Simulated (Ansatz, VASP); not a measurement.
# InAs: VASP beside Ansatz, part 2 of 3

Wanted: the spread between two codes on one cell, functional and k mesh. The cell is taken from a series of runs on this material, whose earlier steps may have relaxed, scaled, displaced or heated it; both programs get it as it stands.

VASP 6.6.1 and Ansatz 0.2.0.

So far: The structure; Ansatz: zone-centre phonons, LDA, pair 1.

**3. VASP: zone-centre phonons, LDA, pair 1**

Level of this step: LDA; plane waves and PAW (As, In_d) (VASP).

The same cell, functional (in two slightly different forms), mesh and smearing now go to VASP, with its own data sets.

Lines of VASP's logs that name or quote its potential files are left out, and so is its time.

Contents of INCAR:

```
SYSTEM = InAs
PREC = Accurate
ENCUT = 500
EDIFF = 1E-08
NELM = 120
ISMEAR = 1
SIGMA = 0.2
LREAL = .FALSE.
ALGO = Normal
GGA = CA
NBANDS = 15
LORBIT = 11
LWAVE = .FALSE.
LCHARG = .FALSE.
ISIF = 2
IBRION = 8
LASPH = .TRUE.
GGA_COMPAT = .FALSE.
KPAR = 2
```

Contents of POSCAR:

```
InAs
1.0
    0.0000000000      2.9526534152      3.0804462516
    2.9526534152      0.0000000000      3.0804462516
    2.9526534152      2.9526534152      0.0000000000
As In
1 1
Direct
    0.7500000000      0.7500000000      0.7500000000
    0.0000000000      0.0000000000      0.0000000000
```

Contents of KPOINTS:

```
Automatic mesh
0
Gamma
12 12 12
0 0 0
```

Potentials, in the order of the species: As and In_d (LDA family, release 64).

On the command line:

```console
mpirun -np 2 vasp_std
```

Numbers of over 12 decimals in the logs are rounded to 6 here.

The log of the run:

```text
[banner, memory and clock lines left out]
running    2 mpi-ranks, on    1 nodes
 distrk:  each k-point on    1 cores,    2 groups
 distr:  one band on    1 cores,    1 groups

 POSCAR found type information on POSCAR AsIn
 POSCAR found :  2 types and       2 ions
 LDA part: xc-table for (Slater(with rela. corr.)+CA(PZ))
 , standard interpolation
 POSCAR, INCAR and KPOINTS ok, starting setup
 FFT: planning ... GRIDC
 FFT: planning ... GRID_SOFT
 FFT: planning ... GRID
 WAVECAR not read
 entering main loop
       N       E                     dE             d eps       ncg     rms          rms(c)
DAV:   1     0.112008404334E+03    0.11201E+03   -0.82137E+03  4925   0.127E+03
DAV:   2    -0.150065705437E+01   -0.11351E+03   -0.10932E+03  5247   0.303E+02
DAV:   3    -0.913883478421E+01   -0.76382E+01   -0.75979E+01  6444   0.800E+01
DAV:   4    -0.933413427477E+01   -0.19530E+00   -0.19525E+00  5765   0.141E+01
DAV:   5    -0.934303516215E+01   -0.89009E-02   -0.89007E-02  7454   0.264E+00    0.492E+00
DAV:   6    -0.906184532041E+01    0.28119E+00   -0.38836E-01  7780   0.114E+01    0.271E+00
DAV:   7    -0.902080029606E+01    0.41045E-01   -0.11719E-01  6856   0.329E+00    0.689E-01
DAV:   8    -0.901741742902E+01    0.33829E-02   -0.12622E-02  6470   0.138E+00    0.241E-01
DAV:   9    -0.901729523611E+01    0.12219E-03   -0.80705E-04  6321   0.253E-01    0.153E-01
DAV:  10    -0.901731466710E+01   -0.19431E-04   -0.12846E-04  7383   0.203E-01    0.724E-02
DAV:  11    -0.901731740102E+01   -0.27339E-05   -0.39187E-05  7646   0.123E-01    0.441E-02
DAV:  12    -0.901731504937E+01    0.23516E-05   -0.53614E-06  7410   0.319E-02    0.676E-03
DAV:  13    -0.901731510334E+01   -0.53962E-07   -0.69562E-07  6087   0.522E-03    0.120E-03
DAV:  14    -0.901731509719E+01    0.61475E-08   -0.27736E-08  6396   0.261E-03
   1 F= -.90173151E+01 E0= -.90174478E+01  d E =0.398187E-03
 Linear response reoptimize wavefunctions to high precision
DAV:   1    -0.901731509744E+01   -0.25420E-09   -0.38285E-09  5298   0.936E-04
DAV:   2    -0.901731509752E+01   -0.76852E-10   -0.82674E-10  3460   0.236E-04
 Linear response DOF=           4
 Linear response progress:
  Degree of freedom:   1/  4
       N       E                     dE             d eps       ncg     rms          rms(c)
RMM:   1    -0.474981071526E-01   -0.47498E-01    0.63363E-02 30272   0.158E+00
RMM:   2    -0.452464397830E-01    0.22517E-02    0.15755E-03 22437   0.595E-01    0.110E-01
RMM:   3    -0.459421577120E-01   -0.69572E-03   -0.20059E-03 26296   0.251E-01    0.472E-02
RMM:   4    -0.461071033138E-01   -0.16495E-03   -0.15606E-04 26786   0.834E-02    0.108E-02
RMM:   5    -0.461387720572E-01   -0.31669E-04   -0.18512E-05 27771   0.313E-02    0.481E-03
RMM:   6    -0.461234799605E-01    0.15292E-04   -0.18082E-06 27071   0.827E-03    0.156E-03
RMM:   7    -0.461218665384E-01    0.16134E-05   -0.21048E-07 29845   0.273E-03    0.111E-03
RMM:   8    -0.461221013923E-01   -0.23485E-06   -0.65562E-08 28161   0.110E-03    0.660E-04
RMM:   9    -0.461226711341E-01   -0.56974E-06    0.91016E-09 26723   0.402E-04    0.877E-05
RMM:  10    -0.461227813129E-01   -0.11018E-06    0.80103E-08 29714   0.164E-04    0.879E-05
RMM:  11    -0.461227679442E-01    0.13369E-07   -0.13978E-07 30612   0.650E-05    0.299E-05
RMM:  12    -0.461227796836E-01   -0.11739E-07    0.21869E-08 28923   0.255E-05    0.511E-06
RMM:  13    -0.461227758689E-01    0.38147E-08   -0.41129E-08 29749   0.125E-05    0.205E-06
 first order change of Fermi-energy   0.72332E-04
 force on displaced ion       1 direction 1 :  -8.001   0.000   0.000
 Linear response progress:
  Degree of freedom:   2/  4
       N       E                     dE             d eps       ncg     rms          rms(c)
RMM:   1    -0.479617924090E-01   -0.47962E-01    0.63179E-02 17444   0.163E+00
RMM:   2    -0.453650707854E-01    0.25967E-02    0.16908E-03 13257   0.604E-01    0.116E-01
RMM:   3    -0.461160679858E-01   -0.75100E-03   -0.20925E-03 15345   0.258E-01    0.493E-02
RMM:   4    -0.462969745809E-01   -0.18091E-03   -0.16982E-04 15637   0.878E-02    0.110E-02
RMM:   5    -0.463252013546E-01   -0.28227E-04   -0.18780E-05 16372   0.323E-02    0.544E-03
RMM:   6    -0.463071447634E-01    0.18057E-04   -0.21563E-06 15744   0.883E-03    0.158E-03
RMM:   7    -0.463070626888E-01    0.82075E-07   -0.25273E-07 17009   0.291E-03    0.121E-03
RMM:   8    -0.463073251626E-01   -0.26247E-06   -0.42279E-08 16751   0.122E-03    0.756E-04
RMM:   9    -0.463079316674E-01   -0.60650E-06    0.67776E-08 16006   0.442E-04    0.788E-05
RMM:  10    -0.463079229552E-01    0.87122E-08    0.20856E-07 16934   0.183E-04    0.726E-05
RMM:  11    -0.463079214634E-01    0.14918E-08   -0.14352E-07 18145   0.742E-05    0.269E-05
RMM:  12    -0.463079357755E-01   -0.14312E-07    0.28337E-08 16666   0.277E-05    0.172E-05
RMM:  13    -0.463079319335E-01    0.38420E-08   -0.27354E-08 17314   0.124E-05    0.189E-06
 first order change of Fermi-energy   0.99930E-03
 force on displaced ion       1 direction 3 :  -0.000  -0.000  -8.220
 Linear response progress:
  Degree of freedom:   3/  4
       N       E                     dE             d eps       ncg     rms          rms(c)
RMM:   1    -0.235106066198E+00   -0.23511E+00   -0.78941E-02 19301   0.500E+00
RMM:   2    -0.237657397814E+00   -0.25513E-02   -0.14152E-02 24281   0.107E+00    0.792E-02
RMM:   3    -0.237630227964E+00    0.27170E-04   -0.16439E-03 26336   0.331E-01    0.390E-02
RMM:   4    -0.237449538509E+00    0.18069E-03   -0.14404E-04 26825   0.107E-01    0.203E-02
RMM:   5    -0.237409072768E+00    0.40466E-04   -0.23604E-05 28321   0.400E-02    0.781E-03
RMM:   6    -0.237409370871E+00   -0.29810E-06   -0.33242E-06 28141   0.134E-02    0.184E-03
RMM:   7    -0.237418829393E+00   -0.94585E-05   -0.26737E-07 28524   0.393E-03    0.717E-04
RMM:   8    -0.237418281645E+00    0.54775E-06   -0.14593E-07 28532   0.166E-03    0.429E-04
RMM:   9    -0.237417600180E+00    0.68147E-06    0.35471E-07 29100   0.727E-04    0.111E-04
RMM:  10    -0.237417176824E+00    0.42336E-06    0.78325E-08 28908   0.311E-04    0.421E-05
RMM:  11    -0.237417088255E+00    0.88570E-07    0.29281E-08 29380   0.152E-04    0.117E-05
RMM:  12    -0.237417135687E+00   -0.47433E-07    0.28731E-08 30442   0.833E-05    0.618E-06
RMM:  13    -0.237417162340E+00   -0.26652E-07    0.52182E-08 31261   0.498E-05    0.576E-06
RMM:  14    -0.237417157826E+00    0.45131E-08   -0.75469E-09 31393   0.321E-05    0.191E-05
 first order change of Fermi-energy  -0.23203E-04
 force on displaced ion       2 direction 1 :  -7.990   0.000   0.000
 Linear response progress:
  Degree of freedom:   4/  4
       N       E                     dE             d eps       ncg     rms          rms(c)
RMM:   1    -0.235534784020E+00   -0.23553E+00   -0.87118E-02 11357   0.492E+00
RMM:   2    -0.237947152083E+00   -0.24124E-02   -0.13776E-02 14248   0.105E+00    0.814E-02
RMM:   3    -0.237929852526E+00    0.17300E-04   -0.15728E-03 15410   0.326E-01    0.414E-02
RMM:   4    -0.237760496867E+00    0.16936E-03   -0.14832E-04 15860   0.108E-01    0.205E-02
RMM:   5    -0.237731587542E+00    0.28909E-04   -0.24779E-05 16559   0.402E-02    0.771E-03
RMM:   6    -0.237737806489E+00   -0.62189E-05   -0.31229E-06 16545   0.133E-02    0.207E-03
RMM:   7    -0.237747865223E+00   -0.10059E-04   -0.39059E-07 16716   0.390E-03    0.721E-04
RMM:   8    -0.237746817066E+00    0.10482E-05   -0.31743E-08 16624   0.167E-03    0.392E-04
RMM:   9    -0.237745960689E+00    0.85638E-06    0.15050E-07 16938   0.718E-04    0.827E-05
RMM:  10    -0.237745680776E+00    0.27991E-06    0.26563E-07 17200   0.292E-04    0.297E-05
RMM:  11    -0.237745631556E+00    0.49220E-07    0.17759E-07 17426   0.143E-04    0.572E-06
RMM:  12    -0.237745673503E+00   -0.41947E-07    0.94168E-08 17532   0.773E-05    0.454E-06
RMM:  13    -0.237745677262E+00   -0.37593E-08    0.59917E-08 18593   0.457E-05    0.490E-06
 first order change of Fermi-energy  -0.14398E-03
 force on displaced ion       2 direction 3 :   0.000   0.000  -8.229
 Linear response finished
```

Parts of OUTCAR (step 3):

```text
ion  position               nearest neighbor table
   1  0.750  0.750  0.750-   2 2.59   2 2.59   2 2.59   2 2.59
   2  0.000  0.000  0.000-   1 2.59   1 2.59   1 2.59   1 2.59

  LATTYP: Found a body centered tetragonal cell.
 ALAT       =     4.1756825048
 C/A-ratio  =     1.4754216816

 Subroutine GETGRP returns: Found  8 space group operations
 (whereof  8 operations were pure point group operations)

The static configuration has the point symmetry D_2d.

 Found    163 irreducible k-points:

   k-points           NKPTS =    163   k-points in BZ     NKDIM =    163   number of bands    NBANDS=     15

   dimension x,y,z NGX =    32 NGY =   32 NGZ =   30
   dimension x,y,z NGXF=    64 NGYF=   64 NGZF=   60

   ENCUT  =  500.0 eV  36.75 Ry    6.06 a.u.   7.78  7.78  7.61*2*pi/ulx,y,z

   NELECT =      18.0000    total number of electrons

 k-points in reciprocal lattice and weights: Automatic mesh
   0.00000000  0.00000000  0.00000000       0.001
   0.08333333  0.00000000  0.00000000       0.005
   0.16666667  0.00000000  0.00000000       0.005
   0.25000000  0.00000000  0.00000000       0.005
   0.33333333  0.00000000  0.00000000       0.005
   0.41666667 -0.00000000  0.00000000       0.005
   0.50000000  0.00000000  0.00000000       0.002
   0.08333333  0.08333333  0.00000000       0.001
   0.16666667  0.08333333  0.00000000       0.005
[...]
-0.33333333  0.16666667  0.50000000       0.002
  -0.25000000  0.25000000  0.50000000       0.001

 average (electrostatic) potential at core
       1 -52.8428       2 -95.8565

  Total        0.6149612      0.6149612      0.0630900      0.0000000      0.0000000      0.0000000
  in kB       18.3438165     18.3438165      1.8819248      0.0000000      0.0000000      0.0000000
  external PRESSURE =      12.8565193 kB  Pullay stress =       0.0000000 kB

  energy-cutoff  :      500.00
  volume of cell :       53.71
      direct lattice vectors                 reciprocal lattice vectors
     0.000000000  2.952653415  3.080446252    -0.169339211  0.169339211  0.162314145
     2.952653415  0.000000000  3.080446252     0.169339211 -0.169339211  0.162314145
     2.952653415  2.952653415  0.000000000     0.169339211  0.169339211 -0.162314145

 POSITION                                       TOTAL-FORCE (eV/Angst)
 -----------------------------------------------------------------------------------
      4.42898      4.42898      4.62067        -0.000000     -0.000000      0.000000
      0.00000      0.00000      0.00000         0.000000      0.000000      0.000000
 -----------------------------------------------------------------------------------
    total drift:                                0.000003      0.000003     -0.000000

 Eigenvectors and eigenvalues of the dynamical matrix
 ----------------------------------------------------

   1 f  =    6.657935 THz    41.833038 2PiTHz  222.084800 cm-1    27.534993 meV
             X         Y         Z           dx          dy          dz
      4.428980  4.428980  4.620669     0.000000   -0.000000   -0.777736
      0.000000  0.000000  0.000000     0.000000    0.000000    0.628591

   2 f  =    6.565603 THz    41.252898 2PiTHz  219.004932 cm-1    27.153139 meV
             X         Y         Z           dx          dy          dz
      4.428980  4.428980  4.620669     0.778118    0.000000    0.000000
      0.000000  0.000000  0.000000    -0.628118    0.000000    0.000000

   3 f  =    6.565603 THz    41.252898 2PiTHz  219.004932 cm-1    27.153139 meV
             X         Y         Z           dx          dy          dz
      4.428980  4.428980  4.620669    -0.000000    0.778118   -0.000000
      0.000000  0.000000  0.000000     0.000000   -0.628118    0.000000

   4 f/i=    0.001801 THz     0.011315 2PiTHz    0.060072 cm-1     0.007448 meV
             X         Y         Z           dx          dy          dz
      4.428980  4.428980  4.620669     0.000000   -0.000000    0.628591
      0.000000  0.000000  0.000000     0.000000   -0.000000    0.777736

   5 f/i=    0.002216 THz     0.013925 2PiTHz    0.073928 cm-1     0.009166 meV
             X         Y         Z           dx          dy          dz
      4.428980  4.428980  4.620669     0.556965   -0.290384   -0.000000
      0.000000  0.000000  0.000000     0.689972   -0.359730   -0.000000

   6 f/i=    0.002216 THz     0.013925 2PiTHz    0.073928 cm-1     0.009166 meV
             X         Y         Z           dx          dy          dz
      4.428980  4.428980  4.620669     0.290384    0.556965    0.000000
      0.000000  0.000000  0.000000     0.359730    0.689972    0.000000

 ELASTIC MODULI CONTR FROM IONIC RELAXATION (kBar)
 Direction    XX          YY          ZZ          XY          YZ          ZX
 --------------------------------------------------------------------------------
 XX           0.0000      0.0000      0.0000      0.0000      0.0000      0.0000
 YY           0.0000      0.0000      0.0000      0.0000      0.0000      0.0000
 ZZ           0.0000      0.0000      0.0000      0.0000      0.0000      0.0000
 XY           0.0000      0.0000      0.0000   -274.0176      0.0000      0.0000
 YZ           0.0000      0.0000      0.0000      0.0000   -272.5582     -0.0000
 ZX           0.0000      0.0000      0.0000      0.0000     -0.0000   -247.4700
 --------------------------------------------------------------------------------
```

**4. Side by side**

Known differences besides the potentials themselves: the two LDA forms differ slightly; the data sets hold 28 valence electrons in Ansatz (on its PAW soft_1 files) and 18 in VASP; the cutoff is 420 eV in Ansatz and 500 eV in VASP; VASP's log shows a relativistic correction to its local exchange, Ansatz's none. Total energies have different zeros and are not compared.

Both answers:

```
                  quantity  Ansatz   VASP  difference
optical mode 1 to 2 (cm⁻¹)   218.2  219.0     -0.39 %
     optical mode 3 (cm⁻¹)   221.0  222.1     -0.48 %
```

Modes are paired by rising frequency, not by their patterns, so a pair may set unlike modes beside each other; they are those without the splitting of longitudinal modes.

[end of part 2 of 3]

[Lines on the potential files, build, host, timing and source positions are cut from VASP's logs without a mark.]

[Logs are printed without paths, hosts, clocks, repeated set-up lines and the standing remarks that a program may print on its own settings, such as how far it seeks lower states.]

[Hosts, paths, dates, database ids (printed as entryN), source tags and the programs' standing remarks are cut or masked in the printed files.]
